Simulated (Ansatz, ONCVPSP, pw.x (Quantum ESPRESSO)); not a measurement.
# tantalum (Ta) (fcc): variants of one ONCV potential in the solid

* Element: tantalum (Ta)
* Generator: ONCVPSP 4.0.1.1 (patched build)
* Type: optimised norm-conserving Vanderbilt (ONCV)
* Functional: PBE
* Relativity: scalar-relativistic
* Frozen core: [Kr] 4d10 4f14
* Valence charge: 13
* Reference configuration: 5s2 5p6 5d3 6s1.75 (charge +0.25)
* Partial waves: 5s+6s: rc 1.85 bohr, ncon 3, nbas 8, qcut 5.9 1/bohr, 2 projectors; 5p: rc 1.55 bohr, ncon 4, nbas 8, qcut 7.7 1/bohr, 2 projectors, debl 3 Ha; 5d: rc 1.90 bohr, ncon 4, nbas 7, qcut 6 1/bohr, 2 projectors, debl 3.9 Ha
* Local potential: polynomial inside 1.30 bohr (lpopt 5, dvloc0 6 Ha)
* Core correction: Teter function, fcfact 5.25, rcfact 1.15

Crystal test: fcc Ta in pw.x 7.5, no spin, 13³ k-points, Fermi–Dirac smearing 0.01 Ry, cutoffs set for each file from its atomic test. The reference is all-electron LAPW (Ansatz 0.2.0) with the same functional, mesh and smearing; V0 and B0 come from Birch–Murnaghan fits to the pressures at five volumes. Errors are pseudo minus all-electron; Δ is the rms difference of the E(V) curves that follow from these fits, minima aligned, over ±6 % about the mean V0. Mesh and smearing are coarse, so the numbers serve the comparison and aren't converged zero-temperature values; the lattice is a test structure that the element need not adopt.

All-electron: a0 = 4.224 Å (V0 = 18.84 Å³/atom), B0 = 188.4 GPa.

| change | cutoffs (Ry) | pw.x | a0 (Å) | a0 error (%) | B0 error (%) | Δ (meV/atom) | mean pressure error (GPa) |
| --- | --- | --- | --- | --- | --- | --- | --- |
| base | 65/260 | converged | 4.210 | -0.33 | +0.2 | 7.8 | -1.84 |
| p: debl 0.2 | 65/260 | converged; energies reset by the program | 4.210 | -0.33 | +0.2 | 7.7 | -1.82 |
| p: debl 0.45 | 65/260 | converged; energies reset by the program | 4.210 | -0.33 | +0.2 | 7.7 | -1.82 |
| p: debl 0.8 | 65/260 | converged; energies reset by the program | 4.210 | -0.33 | +0.2 | 7.7 | -1.82 |
| p: debl 1.95 | 65/260 | converged | 4.210 | -0.33 | +0.2 | 7.7 | -1.83 |
| p: debl 3.9 | 65/260 | converged | 4.210 | -0.34 | +0.2 | 7.9 | -1.88 |
